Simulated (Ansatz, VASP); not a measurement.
Given: the input of a run of VASP 6.6.1 on Hg.

The input INCAR:

```
SYSTEM = Hg
PREC = Accurate
ENCUT = 520
EDIFF = 1E-7
ISMEAR = -1
SIGMA = 0.05
LREAL = .False.
LASPH = .True.
NELM = 100
ALGO = Normal
ISIF = 2
LWAVE = .False.
LCHARG = .False.
GGA = PE
NBANDS = 19
```

The input KPOINTS:

```
Automatic mesh
0
Gamma
  9 9 5
  0 0 0
```

The input POSCAR:

```
Hg
1.0
    3.4385753166      0.0000000000      0.0000000000
   -1.7192876583      2.9778935770      0.0000000000
    0.0000000000      0.0000000000      5.4507179872
Hg
2
Direct
    0.3333333333      0.6666666667      0.2500000000
    0.6666666667      0.3333333333      0.7500000000
```

Potentials or basis: VASP PAW PBE potentials, release 64 (Hg).

The run is started by

```console
$ cat potpaw_PBE.64/Hg/POTCAR > POTCAR
$ mpirun -np 1 vasp_std > vasp.out
```

**Question.** Set up the same calculation for Ansatz 0.2.0. Potentials there: Ansatz PAW.

**Answer.** As run (the cutoff follows the program's own potentials):

File input.yaml:

```yaml
crystal:
  lattice:
    - [3.4385753166, 0.0, 0.0]
    - [-1.7192876583, 2.977893577, 0.0]
    - [0.0, 0.0, 5.4507179872]
  atoms:
    - { symbol: Hg, position: [0.3333333333, 0.6666666667, 0.25] }
    - { symbol: Hg, position: [0.6666666667, 0.3333333333, 0.75] }
hamiltonian:
  xc: pbe
  pseudopotentials: { kind: paw }
kpoints:
  mp_grid: { grid: [9, 9, 5] }
scf:
  occupations: { method: fermi_dirac, width: 0.05 }
output:
  forces: true
  stress: true
  eigenvalues: true
```

Potentials or basis: Ansatz PAW.

Launch:

```console
$ ansatz run input.yaml --threads 2 --pin off --max-ram 5120MiB --backend cpu --events-out ev --progress --plain --runs-dir out
```

Both were run:

|  | VASP | Ansatz | Ansatz less VASP |
| --- | --- | --- | --- |
| gap on the k mesh at the Fermi level (eV) | none | none | - |
| pressure (GPa) | 1.3 | 1.2 | -0.12 |
| largest component of the traceless stress (GPa) | 0.25 | 0.24 | -0.006 |

A gap of «none» marks a metal or a gap that the smearing closes. The two sets of potentials don't hold the same shells in valence.

The runs have no spin-orbit coupling, so splittings on Hg are missing.
